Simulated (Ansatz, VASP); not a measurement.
## CdF2: VASP beside Ansatz

INCAR

```
PREC = Accurate
ENCUT = 520
EDIFF = 1E-6
ISMEAR = 0
SIGMA = 0.1
LREAL = F
LASPH = T
NELM = 100
ALGO = Normal
ISIF = 2
LWAVE = F
LCHARG = F
GGA = PE
NBANDS = 20
```

Contents of KPOINTS:

```
regular mesh
0
Gamma
  6 6 6
```

File POSCAR:

```
CdF2
1.0
    0.0000000000      2.6940000000      2.6940000000
    2.6940000000      0.0000000000      2.6940000000
    2.6940000000      2.6940000000      0.0000000000
Cd F
1 2
Direct
   -0.0092798812      0.0092798812      0.0092798812
    0.2500000000      0.2500000000      0.2500000000
    0.7500000000      0.7500000000      0.7500000000
```

Input for Ansatz:

```yaml
crystal:
  lattice:
    - [0.0, 2.694, 2.694]
    - [2.694, 0.0, 2.694]
    - [2.694, 2.694, 0.0]
  atoms:
    - { symbol: Cd, position: [-0.0092798812, 0.0092798812, 0.0092798812] }
    - { symbol: F, position: [0.25, 0.25, 0.25] }
    - { symbol: F, position: [0.75, 0.75, 0.75] }
basis:
  ecutwfc: 420
kpoints:
  mp_grid: { grid: [6, 6, 6] }
hamiltonian:
  xc: pbe
scf:
  occupations: { method: gaussian, width: 0.1 }
  mixing: { algorithm: anderson, preconditioner: none }
  max_iter: 80
  convergence: { dr2_threshold: "1e-11 eV" }
output:
  forces: true
  stress: true
  eigenvalues: true
```

Alike in both runs: task single point; functional PBE; k mesh 6 × 6 × 6; occupations gaussian, width 0.1 eV; no spin polarisation.

|  | VASP | Ansatz |
| --- | --- | --- |
| version | VASP 6.6.1 | Ansatz 0.2.0 |
| potentials or method | VASP PAW PBE potentials, release 64 (Cd, F) | scalar-relativistic, plane waves, PAW |
| plane-wave cutoff (eV) | 520 | 420 |
| valence electrons in the cell | 26 | 34 |

```csv
,VASP,Ansatz,Ansatz less VASP
gap on the k mesh at the Fermi level (eV),3.09,3.12,+0.033
least direct gap on the mesh (eV),3.57,3.60,+0.031
pressure (GPa),6.4,5.6,-0.76
largest component of the traceless stress (GPa),0.08,0.07,-0.010
rms of the force components (eV/Å),0.120,0.109,-0.0117
```

Atom by atom the forces differ by 0.012 eV/Å (rms over components). The two sets of potentials don't hold the same shells in valence.

A k mesh can miss the band edges. PBE gaps usually lie below the measured ones, often by a third to a half.
